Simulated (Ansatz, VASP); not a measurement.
## Two plane-wave programs on ZnS

INCAR

```
SYSTEM = ZnS
PREC = Accurate
ENCUT = 520
EDIFF = 1E-6
ISMEAR = -1
SIGMA = 0.02
LREAL = .FALSE.
LASPH = .TRUE.
NELM = 60
ALGO = Normal
ISIF = 2
LWAVE = .FALSE.
LCHARG = .FALSE.
GGA = PE
NBANDS = 26
```

Contents of KPOINTS:

```
regular mesh
0
G
  12 12 4
  0 0 0
```

Contents of POSCAR:

```
ZnS
1.0
    3.8054503139      0.0000000000      0.0000000000
   -1.9027251570      3.2956166447      0.0000000000
    0.0000000000      0.0000000000      6.5561927797
Zn S
2 2
Direct
    0.3333333333      0.6666666667      0.0034224422
    0.6666666667      0.3333333333      0.5034224422
    0.3333333333      0.6666666667      0.3715775578
    0.6666666667      0.3333333333      0.8715775578
```

Input for Ansatz:

```yaml
crystal:
  lattice:
    - [3.8054503139, 0.0, 0.0]
    - [-1.902725157, 3.2956166447, 0.0]
    - [0.0, 0.0, 6.5561927797]
  atoms:
    - { symbol: Zn, position: [0.3333333333, 0.6666666667, 0.0034224422] }
    - { symbol: Zn, position: [0.6666666667, 0.3333333333, 0.5034224422] }
    - { symbol: S, position: [0.3333333333, 0.6666666667, 0.3715775578] }
    - { symbol: S, position: [0.6666666667, 0.3333333333, 0.8715775578] }
kpoints:
  mp_grid: { grid: [12, 12, 4] }
  band_path:
    path:
      - [0.0, 0.0, 0.0]
      - [0.5, 0.0, 0.0]
      - [0.3333333333, 0.3333333333, 0.0]
      - [0.0, 0.0, 0.5]
      - [0.5, 0.0, 0.5]
      - [0.3333333333, 0.3333333333, 0.5]
    npoints: 1
hamiltonian:
  xc: pbe
scf:
  occupations: { method: fermi_dirac, width: 0.02 }
  n_extra_bands: 5
output:
  forces: true
  stress: true
  eigenvalues: true
```

Change from the starting cell: uniaxial_z strain +5.0%.

Alike in both runs: task single point; functional PBE; k mesh 12 × 12 × 4; occupations fermi-dirac, width 0.02 eV; no spin polarisation.

|  | VASP | Ansatz |
| --- | --- | --- |
| version | VASP 6.6.1 | Ansatz 0.2.0 |
| potentials or method | VASP PAW PBE potentials, release 64 (Zn, S) | plane waves, PAW |
| plane-wave cutoff (eV) | 520 | 420 |
| valence electrons in the cell | 36 | 36 |

VASP gave:

```
gap on the k mesh at the Fermi level (eV)       : 1.83
pressure (GPa)                                  : -1.1
largest component of the traceless stress (GPa) : 3.23
rms of the force components (eV/Å)              : 0.011
```

**Question.** Estimate Ansatz's values.

**Answer.** gap on the k mesh at the Fermi level (eV): 1.83; pressure (GPa): -1.2; largest component of the traceless stress (GPa): 3.22; rms of the force components (eV/Å): 0.009.

Atom by atom the forces differ by 0.002 eV/Å (rms over components). The functional is the same, so the differences come from potentials, cutoffs and numerics.

A k mesh can miss the band edges.
